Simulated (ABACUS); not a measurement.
## Al under changes of volume

One of the cells (16.116 Å³/atom); the others are scaled copies at fixed shape and fractional positions:

```
CELL_PARAMETERS angstrom
-1.59122 1.59122 1.59122
1.59122 -1.59122 1.59122
1.59122 1.59122 -1.59122
ATOMIC_POSITIONS crystal
Al 0.00000 0.00000 0.00000
```

This isn't the form of Al at room conditions, which is fcc.

```yaml
Program: ABACUS 3.10.1
Functional: PBE
Potentials_or_basis: PseudoDojo NC SR 0.4.1 PBE standard
Cutoff: 558 eV
Density_cutoff: 2231 eV
Basis: plane waves
k_mesh: 12 × 12 × 12
Occupations: fermi-dirac, width 0.05 eV
Spin: no spin polarisation
```

```tsv
volume (Å³/atom)	energy over the lowest point (meV/atom)	pressure (GPa)
15.149	46.63	9.4
15.471	29.88	7.3
15.793	17.20	5.3
16.116	8.19	3.6
16.438	?	?
16.760	0.00	0.5
17.083	0.28	-0.8
```

What does the run at 16.438 Å³/atom give?

Energy over the lowest point 2.55 meV/atom; pressure 2.0 GPa.

Worked out: A Birch-Murnaghan fit of order 3 (a polynomial in V^(-2/3)) to the other rows has its minimum at 16.89 Å³/atom with B0 = V·E''(V) = 71 GPa and B' = 3.7. It gives 2.56 meV/atom at 16.438 Å³/atom, against the run's 2.55, and -dE/dV = 2.0 GPa, against 2.0.

Energies are extrapolated to zero smearing.
